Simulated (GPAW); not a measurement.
# TaN (Fm-3m) in GPAW: settings compared, part 2 of 2

GPAW 26.7.0. Earlier steps stand in the parts before.

## 3. Band structure, C09-vdW, spin-orbit coupling, no magnetisation

run.py

```python
import numpy as np
import spglib
from ase import Atoms
from ase.dft.bandgap import bandgap
from ase.io import read, write
from gpaw import GPAW, PW
from gpaw.spinorbit import soc_eigenstates

atoms = read('TaN.cif')
cell, positions, numbers = spglib.find_primitive(
    (atoms.cell[:], atoms.get_scaled_positions(), atoms.numbers), symprec=1e-4)
atoms = Atoms(numbers, cell=cell, scaled_positions=positions, pbc=True)

calc = GPAW(mode=PW(800),
            xc={'name': 'C09-vdW', 'backend': 'libvdwxc'},
            kpts={'size': (8, 8, 8), 'gamma': True},
            occupations={'name': 'fermi-dirac', 'width': 0.05},
            nbands=19,
            convergence={'density': 1e-05, 'energy': 1e-05},
            maxiter=150,
            txt='gpaw.txt')
atoms.calc = calc
energy = atoms.get_potential_energy()
forces = atoms.get_forces()
calc.write('gs.gpw')
write('result.traj', atoms)
print(f'Energy: {energy:.6f} eV')
print('Forces (eV/A):')
print(forces.round(4))
print('Fermi level:', round(calc.get_fermi_level(), 4), 'eV')
print(f'Gap: {bandgap(calc)[0]:.4f} eV, direct: {bandgap(calc, direct=True)[0]:.4f} eV')

path = atoms.cell.bandpath('GXWKGLUWLK,UX', npoints=100, eps=1e-4)
bs_calc = calc.fixed_density(kpts=path, symmetry='off', nbands=28,
                             convergence={'bands': 'CBM+6.0', 'eigenstates': 1e-6}, txt='bands.txt')
bs = bs_calc.band_structure()
bs.write('bs.json')
print(f'Gap on the path: {bandgap(bs_calc)[0]:.4f} eV')

soc = soc_eigenstates(bs_calc, theta=54.7, phi=45)
np.savetxt('soc_bands.dat', soc.eigenvalues(), fmt='%.4f')
mesh = soc_eigenstates('gs.gpw', theta=54.7, phi=45)
np.savetxt('soc_mesh.dat', mesh.eigenvalues(), fmt='%.4f')
print('Fermi level with spin-orbit coupling:', round(mesh.fermi_level, 4), 'eV')
```

TaN.cif

```cif
data_TaN
_cell_length_a 4.42264600
_cell_length_b 4.42264600
_cell_length_c 4.42264600
_cell_angle_alpha 90.00000000
_cell_angle_beta 90.00000000
_cell_angle_gamma 90.00000000
_space_group_name_H-M_alt 'Fm-3m'
_space_group_name_Hall '-F 4 2 3'
_space_group_IT_number 225
loop_
_space_group_symop_operation_xyz
'x,y,z'
'-x,-y,-z'
'-y,x,z'
'y,-x,-z'
'-x,-y,z'
'x,y,-z'
'y,-x,z'
'-y,x,-z'
'x,-y,-z'
'-x,y,z'
'-y,-x,-z'
'y,x,z'
'-x,y,-z'
'x,-y,z'
'y,x,-z'
'-y,-x,z'
'z,x,y'
'-z,-x,-y'
'z,-y,x'
'-z,y,-x'
'z,-x,-y'
'-z,x,y'
'z,y,-x'
'-z,-y,x'
'-z,x,-y'
'z,-x,y'
'-z,-y,-x'
'z,y,x'
'-z,-x,y'
'z,x,-y'
'-z,y,x'
'z,-y,-x'
'y,z,x'
'-y,-z,-x'
'x,z,-y'
'-x,-z,y'
'-y,z,-x'
'y,-z,x'
'-x,z,y'
'x,-z,-y'
'-y,-z,x'
'y,z,-x'
'-x,-z,-y'
'x,z,y'
'y,-z,-x'
'-y,z,x'
'x,-z,y'
'-x,z,-y'
'x,y+1/2,z+1/2'
'-x,-y+1/2,-z+1/2'
'-y,x+1/2,z+1/2'
'y,-x+1/2,-z+1/2'
[... 63 lines left out ...]
'-z+1/2,y,-x+1/2'
'z+1/2,-x,-y+1/2'
'-z+1/2,x,y+1/2'
'z+1/2,y,-x+1/2'
'-z+1/2,-y,x+1/2'
'-z+1/2,x,-y+1/2'
'z+1/2,-x,y+1/2'
'-z+1/2,-y,-x+1/2'
'z+1/2,y,x+1/2'
'-z+1/2,-x,y+1/2'
'z+1/2,x,-y+1/2'
'-z+1/2,y,x+1/2'
'z+1/2,-y,-x+1/2'
'y+1/2,z,x+1/2'
'-y+1/2,-z,-x+1/2'
'x+1/2,z,-y+1/2'
'-x+1/2,-z,y+1/2'
'-y+1/2,z,-x+1/2'
'y+1/2,-z,x+1/2'
'-x+1/2,z,y+1/2'
'x+1/2,-z,-y+1/2'
'-y+1/2,-z,x+1/2'
'y+1/2,z,-x+1/2'
'-x+1/2,-z,-y+1/2'
'x+1/2,z,y+1/2'
'y+1/2,-z,-x+1/2'
'-y+1/2,z,x+1/2'
'x+1/2,-z,y+1/2'
'-x+1/2,z,-y+1/2'
'x+1/2,y+1/2,z'
'-x+1/2,-y+1/2,-z'
'-y+1/2,x+1/2,z'
'y+1/2,-x+1/2,-z'
'-x+1/2,-y+1/2,z'
'x+1/2,y+1/2,-z'
'y+1/2,-x+1/2,z'
'-y+1/2,x+1/2,-z'
'x+1/2,-y+1/2,-z'
'-x+1/2,y+1/2,z'
'-y+1/2,-x+1/2,-z'
'y+1/2,x+1/2,z'
'-x+1/2,y+1/2,-z'
'x+1/2,-y+1/2,z'
'y+1/2,x+1/2,-z'
'-y+1/2,-x+1/2,z'
'z+1/2,x+1/2,y'
'-z+1/2,-x+1/2,-y'
'z+1/2,-y+1/2,x'
'-z+1/2,y+1/2,-x'
'z+1/2,-x+1/2,-y'
'-z+1/2,x+1/2,y'
'z+1/2,y+1/2,-x'
'-z+1/2,-y+1/2,x'
'-z+1/2,x+1/2,-y'
'z+1/2,-x+1/2,y'
'-z+1/2,-y+1/2,-x'
'z+1/2,y+1/2,x'
'-z+1/2,-x+1/2,y'
'z+1/2,x+1/2,-y'
'-z+1/2,y+1/2,x'
'z+1/2,-y+1/2,-x'
'y+1/2,z+1/2,x'
'-y+1/2,-z+1/2,-x'
'x+1/2,z+1/2,-y'
'-x+1/2,-z+1/2,y'
'-y+1/2,z+1/2,-x'
'y+1/2,-z+1/2,x'
'-x+1/2,z+1/2,y'
'x+1/2,-z+1/2,-y'
'-y+1/2,-z+1/2,x'
'y+1/2,z+1/2,-x'
'-x+1/2,-z+1/2,-y'
'x+1/2,z+1/2,y'
'y+1/2,-z+1/2,-x'
'-y+1/2,z+1/2,x'
'x+1/2,-z+1/2,y'
'-x+1/2,z+1/2,-y'
loop_
_atom_site_label
_atom_site_type_symbol
_atom_site_symmetry_multiplicity
_atom_site_Wyckoff_symbol
_atom_site_fract_x
_atom_site_fract_y
_atom_site_fract_z
_atom_site_occupancy
Ta1 Ta 4 b 0.5000000000 0.0000000000 0.0000000000 1
N1 N 4 a 0.0000000000 0.0000000000 0.0000000000 1
```

Potentials or basis: GPAW PAW data sets (gpaw-data 1.2.1), pw.

Command:

```bash
$ OMP_NUM_THREADS=1 python run.py
```

It took 43 s on 1 thread of Arm Neoverse V1, shared host; peak memory 0.3 GiB.

It converged, with:

| Quantity | Value |
| --- | --- |
| Free energy | 81.4263 eV |
| Band gap along the path | none (metal or under the smearing width) |

Levels at the corners of the path, in eV from the Fermi level:
```tsv
point	band 15	band 16	band 17	band 18	band 19	band 20	band 21	band 22
Γ	-3.68	-3.68	-2.24	-2.24	-2.24	-2.24	-1.85	-1.85
X	-4.66	-4.66	-4.30	-4.30	1.97	1.97	3.02	3.02
W	-6.29	-6.29	-0.29	-0.29	-0.14	-0.14	3.19	3.19
K	-5.98	-5.98	-2.20	-2.20	2.16	2.16	2.53	2.53
Γ	-3.68	-3.68	-2.24	-2.24	-2.24	-2.24	-1.85	-1.85
L	-7.39	-7.39	1.62	1.62	1.69	1.69	2.13	2.13
U	-5.98	-5.98	-2.20	-2.20	2.16	2.16	2.53	2.53
W	-6.29	-6.29	-0.29	-0.29	-0.14	-0.14	3.19	3.19
L	-7.39	-7.39	1.62	1.62	1.69	1.69	2.13	2.13
K	-5.98	-5.98	-2.20	-2.20	2.16	2.16	2.53	2.53
U	-5.98	-5.98	-2.20	-2.20	2.16	2.16	2.53	2.53
X	-4.66	-4.66	-4.30	-4.30	1.97	1.97	3.02	3.02
```

Caveat: spin-orbit coupling was added after a scalar SCF, so levels and gaps hold it while energy, forces, pressure and moments don't; this program's spin-orbit splittings come out too wide for heavy elements; the PAW data sets were made with another functional, which shifts forces and pressure a little.

## 4. Equation of state, PBE

run.py

```python
from ase.eos import EquationOfState
from ase.io import Trajectory
from ase.spacegroup import crystal
from ase.units import GPa
from gpaw import GPAW, PW, setup_paths

setup_paths.insert(0, '.')

# Ta 4b
# N 4a
atoms = crystal(['Ta', 'N'],
                basis=[[0.5, 0.0, 0.0],
                       [0.0, 0.0, 0.0]],
                spacegroup=225, setting=1,  # Fm-3m
                cellpar=[4.422646, 4.422646, 4.422646, 90.0, 90.0, 90.0],
                primitive_cell=True)

traj = Trajectory('eos.traj', 'w')
volumes, energies = [], []
for x in [0.94, 0.96, 0.98, 1.0, 1.02, 1.04, 1.06]:
    a = atoms.copy()
    a.set_cell(atoms.cell * x**(1 / 3), scale_atoms=True)
    calc = GPAW(mode=PW(800),
                xc='PBE',
                kpts={'size': (8, 8, 8), 'gamma': True},
                occupations={'name': 'fermi-dirac', 'width': 0.05},
                nbands=19,
                convergence={'density': 1e-05, 'energy': 1e-05},
                maxiter=150,
                txt=f'eos-{x:.2f}.txt')
    a.calc = calc
    energies.append(a.get_potential_energy(force_consistent=True))
    volumes.append(a.get_volume())
    p = -a.get_stress()[:3].mean() / GPa
    calc.write(f'eos-{x:.2f}.gpw')
    traj.write(a)
    print(f'{x:.2f} {volumes[-1]:10.4f} A^3 {energies[-1]:14.6f} eV {p:9.3f} GPa', flush=True)

v0, e0, B = EquationOfState(volumes, energies, eos='birchmurnaghan').fit()
print(f'V0 = {v0:.4f} A^3, E0 = {e0:.6f} eV, B0 = {B / GPa:.2f} GPa')
```

Potentials or basis: PAW data sets generated in the run's folder for this functional, pw.

Command:

```bash
$ gpaw-setup -f PBE N Ta
$ OMP_NUM_THREADS=1 python run.py
```

Run time: 1.7 min. Hardware: 1 thread of Arm Neoverse V1, shared host; peak memory 0.23 GiB.

Results (log left out):

| Property | Result |
| --- | --- |
| Equilibrium volume | 10.79 Å³/atom |
| Bulk modulus | 330 GPa |
| Pressure derivative of the bulk modulus | 4.4 |

Energy against volume, from the lowest point:
```
volume (Å³/atom)  energy (meV/atom)
          10.164              41.98
          10.381              17.31
          10.597               3.74
          10.813               0.00
          11.030               5.02
          11.246              18.14
          11.462              38.31
```

## 5. Equation of state, RPBE+D3(BJ)

run.py

```python
from ase.calculators.mixing import SumCalculator
from ase.eos import EquationOfState
from ase.io import Trajectory, read
from ase.units import GPa
from dftd3.ase import DFTD3
from gpaw import GPAW, PW

atoms = read('TaN.cif')

traj = Trajectory('eos.traj', 'w')
volumes, energies = [], []
for x in [0.94, 0.96, 0.98, 1.0, 1.02, 1.04, 1.06]:
    a = atoms.copy()
    a.set_cell(atoms.cell * x**(1 / 3), scale_atoms=True)
    calc = GPAW(mode=PW(800),
                xc='RPBE',
                kpts={'size': (8, 8, 8), 'gamma': True},
                occupations={'name': 'fermi-dirac', 'width': 0.05},
                nbands=19,
                convergence={'density': 1e-05, 'energy': 1e-05},
                maxiter=150,
                txt=f'eos-{x:.2f}.txt')
    a.calc = SumCalculator([calc, DFTD3(method='rpbe', damping='d3bj')])
    energies.append(a.get_potential_energy())
    volumes.append(a.get_volume())
    p = -a.get_stress()[:3].mean() / GPa
    calc.write(f'eos-{x:.2f}.gpw')
    traj.write(a)
    print(f'{x:.2f} {volumes[-1]:10.4f} A^3 {energies[-1]:14.6f} eV {p:9.3f} GPa', flush=True)

v0, e0, B = EquationOfState(volumes, energies, eos='birchmurnaghan').fit()
print(f'V0 = {v0:.4f} A^3, E0 = {e0:.6f} eV, B0 = {B / GPa:.2f} GPa')
```

TaN.cif

```cif
data_TaN
_cell_length_a 3.12728298
_cell_length_b 3.12728298
_cell_length_c 3.12728298
_cell_angle_alpha 60.00000000
_cell_angle_beta 60.00000000
_cell_angle_gamma 60.00000000
_space_group_name_H-M_alt 'P1'
_space_group_name_Hall 'P 1'
_space_group_IT_number 1
loop_
_space_group_symop_operation_xyz
'x,y,z'
loop_
_atom_site_label
_atom_site_type_symbol
_atom_site_symmetry_multiplicity
_atom_site_Wyckoff_symbol
_atom_site_fract_x
_atom_site_fract_y
_atom_site_fract_z
_atom_site_occupancy
Ta1 Ta 1 a 0.5000000000 0.5000000000 0.5000000000 1
N1 N 1 a 0.0000000000 0.0000000000 0.0000000000 1
```

Potentials or basis: the program's PAW data sets (release 1.2.1) made for this functional, pw.

Command:

```bash
$ OMP_NUM_THREADS=1 python run.py
```

Run time: 96 s. Hardware: 1 thread of Arm Neoverse V1, shared host; peak memory 0.24 GiB.

The run converged. Its results:

| Quantity | Value |
| --- | --- |
| Equilibrium volume | 9.70 Å³/atom (rough: see the caveat) |
| Bulk modulus | 448 GPa (rough) |

Energy against volume, from the lowest point:
```csv
volume (Å³/atom),energy (meV/atom)
10.164,0.00
10.381,30.50
10.597,70.44
10.813,118.61
11.030,174.08
11.246,236.25
11.462,304.12
```

Caveat: the minimum lies outside the volumes run. The run has no spin-orbit coupling, so splittings on Ta are missing.
